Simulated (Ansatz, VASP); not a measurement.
# GaN: VASP beside Ansatz

```xyz
2
Lattice="0.0000 2.2535 2.2535 2.2535 0.0000 2.2535 2.2535 2.2535 0.0000" Properties=species:S:1:pos:R:3 pbc="T T T"
Ga    0.0000    0.0000    0.0000
N     1.1268    1.1268    1.1268
```

The cell is a database's computed one.

Alike in both runs: task single point; functional PBE; k mesh 10 × 10 × 10; occupations gaussian, width 0.017 eV; no spin polarisation.

|  | VASP | Ansatz |
| --- | --- | --- |
| version | VASP 6.6.1 | Ansatz 0.2.0 |
| potentials or method | VASP PAW PBE potentials, release 64 (Ga_d, N), cutoff 520 eV | all-electron LAPW, scalar-relativistic |

Ansatz gave:

* gap on the k mesh at the Fermi level (eV): 1.73
* least direct gap on the mesh (eV): 1.73
* pressure (GPa): 4.9

**Question.** Which values does VASP return?

**Answer.** gap on the k mesh at the Fermi level (eV): 1.72; least direct gap on the mesh (eV): 1.72; pressure (GPa): 5.1.

Ansatz ran all-electron here, so the differences hold the error of VASP's frozen core and of both bases.
